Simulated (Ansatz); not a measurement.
AlN (h-MgO type), relaxed with r2SCAN: the symmetry is P6_3/mmc (No. 194, hexagonal); a = 3.292 Å, c = 4.137 Å in the conventional setting, 9.71 Å³ an atom. Al is surrounded by 5 N at 1.90–2.07 Å; N is surrounded by 5 Al at 1.90–2.07 Å. One-shot G0W0@r2SCAN in Ansatz 0.2.0 on a 6×6×4 mesh (contour deformation, no spin-orbit coupling), from an r2SCAN gap of 4.030 eV over the mesh points (the G0W0 gap is direct on the mesh); the number N of bands summed and the screening cutoff rise together. All values are calculated for a non-magnetic cell, which may be hypothetical.

```tsv
N	cutoff (eV)	1000/N	G0W0 gap (eV)
71	80	14.085	4.954
154	140	6.494	5.231
```

Lay a straight line in 1000/N through these rows.
The slope is -0.0365 eV per unit of 1000/N and the intercept 5.468 eV.

Predict the gap at N = 276 (210 eV).
5.468 + (-0.0365) × 3.623 = 5.336 eV; the run gives 5.318 eV, -0.018 eV from the line.

With that run's result added, what limit do the last two rows suggest?
Their slope is (5.318 − 5.231)/(3.623 − 6.494) = -0.0303, which meets 1/N = 0 at 5.43 eV, against 5.468 eV from the first line. The slope flattens, so the first line overshoots; the k mesh isn't extrapolated.
